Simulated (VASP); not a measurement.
# Ta (P6_3/mmc) in VASP: a series of runs, part 2 of 2

VASP 6.6.1.

**3. Relaxation of cell and atoms, PBEsol**

This run uses another cell than the first one, of 19.93 Å³/atom, 0.932 times its volume.

INCAR

```
SYSTEM = Ta
  ALGO = Normal
  EDIFF = 1E-7
  EDIFFG = -0.04
  ENCUT = 600
  GGA = PS
  IBRION = 2
  ISIF = 3
  ISMEAR = 0
  LASPH = .TRUE.
  LCHARG = .FALSE.
  LREAL = .FALSE.
  LWAVE = .FALSE.
  NELM = 100
  NSW = 90
  PREC = Accurate
  SIGMA = 0.1
```

KPOINTS

```
k-points
0
G
  6 6 2
  0 0 0
```

POSCAR

```
Ta
1.0
    3.2332056251      0.0000000000      0.0000000000
   -1.6166028125      2.8000382069      0.0000000000
    0.0000000000      0.0000000000      8.8058852390
Ta
4
Direct
    0.0000000000      0.0000000000      0.2500000000
    0.0000000000      0.0000000000      0.7500000000
    0.3333333333      0.6666666667      0.7500000000
    0.6666666667      0.3333333333      0.2500000000
```

Potentials or basis: VASP PAW PBE potentials, release 64 (Ta_pv).

Run with:

```
> cat potpaw_PBE.64/Ta_pv/POTCAR > POTCAR
> mpirun -np 1 vasp_std > vasp.out
```

OUTCAR:

```text
SYSTEM = Ta
   EDIFF = 1E-7
   EDIFFG = -0.04
   ENCUT = 600
   GGA = PS
   IBRION = 2
   ISIF = 3
   ISMEAR = 0
   LASPH = .TRUE.
   LREAL = .FALSE.
   NELM = 100
   NSW = 90
   PREC = Accurate

 ion  position               nearest neighbor table
   1  0.000  0.000  0.250-   4 1.87   4 1.87   4 1.87
   2  0.000  0.000  0.750-   3 1.87   3 1.87   3 1.87
   3  0.333  0.667  0.750-   2 1.87   2 1.87   2 1.87
   4  0.667  0.333  0.250-   1 1.87   1 1.87   1 1.87

  LATTYP: Found a hexagonal cell.
 ALAT       =     3.2332056251
 C/A-ratio  =     2.7235772357

  Lattice vectors:

 A1 = (   3.2332056251,   0.0000000000,   0.0000000000)
 A2 = (  -1.6166028125,   2.8000382069,   0.0000000000)
 A3 = (   0.0000000000,   0.0000000000,   8.8058852390)

Analysis of symmetry for initial positions (statically):
=====================================================================
 Subroutine PRICEL returns:
 Original cell was already a primitive cell.

 Routine SETGRP: Setting up the symmetry group for a
 hexagonal supercell.

 Subroutine GETGRP returns: Found 24 space group operations
 (whereof 12 operations were pure point group operations)
 out of a pool of 24 trial point group operations.

The static configuration has the point symmetry D_3d.
 The point group associated with its full space group is D_6h.

Analysis of symmetry for dynamics (positions and initial velocities):
=====================================================================
 Subroutine PRICEL returns:
 Original cell was already a primitive cell.

 Routine SETGRP: Setting up the symmetry group for a
 hexagonal supercell.

 Subroutine GETGRP returns: Found 24 space group operations
 (whereof 12 operations were pure point group operations)
[... 127 lines left out ...]
 conjugate gradient relaxation of ions
 non-spin polarized calculation
 Gauss-broadening in eV      SIGMA  =   0.10
  energy-cutoff  :      600.00
  volume of cell :       79.72
 maximum number of plane-waves:      2687
 NGX is ok and might be reduce to    28
   NGX = 13   NGY = 13   NGZ = 35

--------------------------------------- Ionic step        1  -------------------------------------------

 number of electron      43.9999996 magnetization

 Free energy of the ion-electron system (eV)
  ---------------------------------------------------
  ext. energy  EPLUGINS =         0.00000000
  ---------------------------------------------------
  free energy    TOTEN  =        -3.73652054 eV

  energy without entropy =       -3.72178049  energy(sigma->0) =       -3.72915051

------------------------ aborting loop because EDIFF is reached ----------------------------------------

  FORCE on cell =-STRESS in cart. coord.  units (eV):
  Direction    XX          YY          ZZ          XY          YZ          ZX
  --------------------------------------------------------------------------------------
  -------------------------------------------------------------------------------------
  Total      142.8012638    142.8012638     -3.8972581      0.0000000     -0.0000000      0.0000000
  in kB     2869.9367729   2869.9367727    -78.3248280      0.0000001     -0.0000000      0.0000000
  external PRESSURE =    1887.1829059 kB  Pullay stress =       0.0000000 kB
[... 25 lines left out ...]
--------------------------------------- Ionic step        2  -------------------------------------------

 number of electron      43.9999901 magnetization

------------------------ aborting loop EDIFF was not reached (unconverged)  ----------------------------

  FORCE on cell =-STRESS in cart. coord.  units (eV):
  Direction    XX          YY          ZZ          XY          YZ          ZX
  --------------------------------------------------------------------------------------
  -------------------------------------------------------------------------------------
  Total     -240.3145949   -240.3145948    -22.1063672     -0.0000000     -0.0000000      0.0000000
  in kB     -683.8552469   -683.8552468    -62.9073537     -0.0000000     -0.0000000      0.0000000
  external PRESSURE =    -476.8726158 kB  Pullay stress =       0.0000000 kB
[... 1712 lines left out ...]
     25       4.8516      0.00000
     26       4.8516      0.00000

[... ionic steps 4 to 17 ...]

--------------------------------------- Ionic step       18  -------------------------------------------

 number of electron      43.9999994 magnetization

------------------------ aborting loop because EDIFF is reached ----------------------------------------
[... 71 lines left out ...]
--------------------------------------- Ionic step       20  -------------------------------------------

 number of electron      43.9999994 magnetization

 Free energy of the ion-electron system (eV)
  ---------------------------------------------------
  ext. energy  EPLUGINS =         0.00000000
  ---------------------------------------------------
  free energy    TOTEN  =       -43.10522663 eV

  energy without entropy =      -43.08243965  energy(sigma->0) =      -43.09383314

 E-fermi :   4.1299     XC(G=0): -11.6396

 val. band max:        4.0905886115   @ k =   0.3333   0.0000   0.0000
 cond. band min:       4.1615205658   @ k =   0.3333   0.3333   0.5000
 fundamental gap:      0.0709319542
 Fermi energy:         4.1299310246
[... 435 lines left out ...]
  FREE ENERGIE OF THE ION-ELECTRON SYSTEM (eV)
  ---------------------------------------------------
  free  energy   TOTEN  =       -43.1052266298 eV

  energy  without entropy=      -43.0824396536  energy(sigma->0) =      -43.09383314

 reached required accuracy - stopping structural energy minimisation
```

OSZICAR:

```text
N       E                     dE             d eps       ncg     rms          rms(c)
DAV:   1     0.568366029630E+03    0.56837E+03   -0.28659E+04   736   0.196E+03
DAV:   2     0.209347062507E+02   -0.54743E+03   -0.53812E+03   826   0.552E+02
DAV:   3    -0.716415086694E+01   -0.28099E+02   -0.26191E+02   912   0.110E+02
[... 387 lines left out ...]
DAV:   4    -0.431052206582E+02    0.58297E-04   -0.35276E-04   946   0.147E-01    0.627E-02
DAV:   5    -0.431052289013E+02   -0.82430E-05   -0.77913E-05   942   0.595E-02    0.124E-02
DAV:   6    -0.431052270865E+02    0.18147E-05   -0.40865E-05   916   0.466E-02    0.768E-03
DAV:   7    -0.431052266661E+02    0.42041E-06   -0.68318E-06   928   0.211E-02    0.157E-03
DAV:   8    -0.431052266298E+02    0.36293E-07   -0.47504E-07   764   0.550E-03
  20 F= -.43105227E+02 E0= -.43093833E+02  d E =-.392565E-03
```

CONTCAR:

```text
Ta
   1.00000000000000
     4.5689013201667539    0.0000000000257264    0.0000000000000000
    -2.2844506599904411    3.9567846104160975   -0.0000000000000000
    -0.0000000000000000   -0.0000000000000000    4.7408223694459295
  Ta
     4
Direct
     0.0000000000000000    0.0000000000000000    0.2500000000000000
     0.0000000000000000    1.0000000000000000    0.7500000000000000
     0.3333333332999970    0.6666666667000030    0.7500000000000000
     0.6666666667000030    0.3333333332999970    0.2500000000000000

  0.00000000E+00  0.00000000E+00  0.00000000E+00
  0.00000000E+00  0.00000000E+00  0.00000000E+00
  0.00000000E+00  0.00000000E+00  0.00000000E+00
  0.00000000E+00  0.00000000E+00  0.00000000E+00
```

It took 7.6 min on 1 thread of Intel Xeon 6975P-C (Granite Rapids), shared host; peak memory 0.25 GiB.

Results:

```yaml
Free_energy: -43.1052 eV
Relaxed_volume: 21.43 Å³/atom
Relaxed_cell: a = 4.569 Å, b = 4.569 Å, c = 4.741 Å, α = 90.00°, β = 90.00°, γ = 120.00°
Space_group_after_relaxing_to_0.05_Å: P6_3/mmc (No. 194)
Energy_gained_by_relaxing: 9842.2 meV/atom
Ionic_steps: 20
Pressure_after_relaxing: 0.0 GPa
Band_gap_on_the_k_mesh: none (metal or under the smearing width)
```

Step by step:
| step | energy change (eV) | largest force (eV/Å) | pressure (GPa) | volume (Å³) |
| --- | --- | --- | --- | --- |
| 1 | 0.0000 | 0.0000 | 188.72 | 79.72 |
| 2 | 47.8089 | 0.0000 | -47.69 | 563.02 |
| 3 | -19.0450 | 0.0000 | -13.82 | 274.05 |
| 4 | -23.3630 | 0.0000 | -14.29 | 233.58 |
| 5 | -30.7141 | 0.0000 | -4.99 | 146.95 |
| 6 | -30.7132 | 0.0000 | -3.10 | 143.21 |
| 7 | -30.7221 | 0.0000 | -4.07 | 145.07 |
| 8 | -32.2756 | 0.0000 | -6.12 | 129.95 |
| 9 | -37.5937 | 0.0000 | -7.20 | 99.68 |
| 10 | 303.1048 | 0.0000 | 2288.22 | 37.22 |
| 11 | -37.7497 | 0.0000 | -6.93 | 98.76 |
| 12 | -38.2188 | 0.0000 | 29.58 | 73.67 |
| 13 | -39.0654 | 0.0000 | -0.18 | 88.22 |
| 14 | -39.2281 | 0.0000 | 5.58 | 83.30 |
| 15 | -39.1209 | 0.0000 | -6.07 | 90.03 |
| 16 | -39.3649 | 0.0000 | -1.05 | 86.44 |
| 17 | -39.3587 | 0.0000 | 0.84 | 85.11 |
| 18 | -39.3683 | 0.0000 | -0.38 | 85.93 |
| 19 | -39.3679 | 0.0000 | 0.52 | 85.38 |
| 20 | -39.3687 | 0.0000 | -0.03 | 85.71 |

Final structure:
```cif
data_structure
_symmetry_space_group_name_H-M 'P 1'
_symmetry_Int_Tables_number 1
_cell_length_a 4.5689
_cell_length_b 4.5689
_cell_length_c 4.7408
_cell_angle_alpha 90.000
_cell_angle_beta 90.000
_cell_angle_gamma 120.000
_cell_volume 85.71
loop_
_atom_site_label
_atom_site_type_symbol
_atom_site_fract_x
_atom_site_fract_y
_atom_site_fract_z
_atom_site_occupancy
Ta1 Ta 0.00000 0.00000 0.25000 1
Ta2 Ta 0.00000 0.00000 0.75000 1
Ta3 Ta 0.33333 0.66667 0.75000 1
Ta4 Ta 0.66667 0.33333 0.25000 1
```

Caveat: the k mesh is coarse (spacing up to 0.37 Å⁻¹), so the values aren't converged; the PAW data sets were made with another functional, which shifts forces and pressure a little.
